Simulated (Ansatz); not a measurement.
System: spinel MgAl2O4. Method: r²SCAN+rVV10 (Ansatz, a quantum-chemistry and plane-wave program, PAW).

Numerical settings: plane-wave cutoff 560 eV, 8×8×8 k mesh, Fermi–Dirac smearing 0.01 eV, scalar-relativistic PAW data made under PBE.

The cell is scaled about its equilibrium volume:

Shape and atoms are relaxed at each volume.

```
V (Å³/atom)  P (GPa)  direct gap at Γ (eV)  smallest gap on the k mesh (eV)
-----------  -------  --------------------  -------------------------------
9.009           9.03                 6.618                            6.605
9.196           4.29                 6.406                            6.393
9.384           0.02                 6.202                            6.188
9.572          -3.86                 6.005                            5.991
9.759          -7.36                 5.815                            5.801
```

A straight line through the gaps at Γ against ln V gives a volume deformation potential dE_g(Γ)/d ln V of -10.0 eV: the gap at Γ widens under compression.

Measured, for comparison: band gap 7.8 eV (temperature not stated, no zero-point or thermal correction; as tabulated in Neo et al. (2023), doi:10.1002/gch2.202200236).

Note: the bulk modulus comes from volumes at which shape and atoms were relaxed.
